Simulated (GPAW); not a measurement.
## SnSe in GPAW: convergence with k mesh

Input of the first run (k mesh 2 × 2 × 2); the others differ in this setting and in those tied to it:

File run.py:

```python
from ase import Atoms
from ase.dft.bandgap import bandgap
from ase.io import write
from ase.units import GPa
from gpaw import GPAW, PW

atoms = Atoms(['Sn', 'Se'],
              cell=[[0.0, 3.01, 3.01],
                    [3.01, 0.0, 3.01],
                    [3.01, 3.01, 0.0]],
              scaled_positions=[[0.0, 0.0, 0.0],
                                [0.5, 0.5, 0.5]],
              pbc=True)

calc = GPAW(mode=PW(600),
            xc='RPBE',
            kpts={'size': (2, 2, 2), 'gamma': True},
            occupations={'name': 'fermi-dirac', 'width': 0.05},
            nbands=19,
            convergence={'density': 1e-05, 'energy': 1e-05},
            maxiter=100,
            txt='gpaw.txt')
atoms.calc = calc
energy = atoms.get_potential_energy()
forces = atoms.get_forces()
stress = atoms.get_stress()
calc.write('gs.gpw')
write('result.traj', atoms)
print(f'Energy: {energy:.6f} eV')
print('Forces (eV/A):')
print(forces.round(4))
print('Stress (GPa):', (stress / GPa).round(3))
print('Fermi level:', round(calc.get_fermi_level(), 4), 'eV')
print(f'Gap: {bandgap(calc)[0]:.4f} eV, direct: {bandgap(calc, direct=True)[0]:.4f} eV')
```

Potentials or basis: the program's PAW data sets (release 1.2.1) made for this functional, pw.

Launch:

```sh
$ OMP_NUM_THREADS=1 python run.py
```

Measurements of this composition are mostly on another form, of space group No. 62.

Hardware: 1 thread of Arm Neoverse V1, with other jobs on the host.

```tsv
k mesh	energy less the tightest run, at zero smearing (meV/atom)	pressure (GPa)	SCF cycles	CPU time (s)	peak memory (GiB)
2 × 2 × 2	587.85	0.59	9	3.9	0.14
3 × 3 × 3	-109.00	0.86	9	4.5	0.14
4 × 4 × 4	-24.14	1.02	9	6.5	0.14
5 × 5 × 5	-14.56	2.24	9	7.5	0.15
6 × 6 × 6	-10.45	2.07	9	11	0.15
7 × 7 × 7	-2.96	2.44	9	13	0.16
8 × 8 × 8	-2.69	2.40	9	17	0.16
10 × 10 × 10	0.00	2.51	9	26	0.18
```

Not settled before the last step: the energy (to 1 meV/atom), the pressure (to 0.1 GPa). Meshes of other sizes hit other points, so gaps and Fermi surfaces needn't settle smoothly. The tightest run that finished is the yardstick and may itself not be fully converged.

Caveat, for the tightest run too: spin-orbit coupling is left out, which moves the levels of the heavy elements.
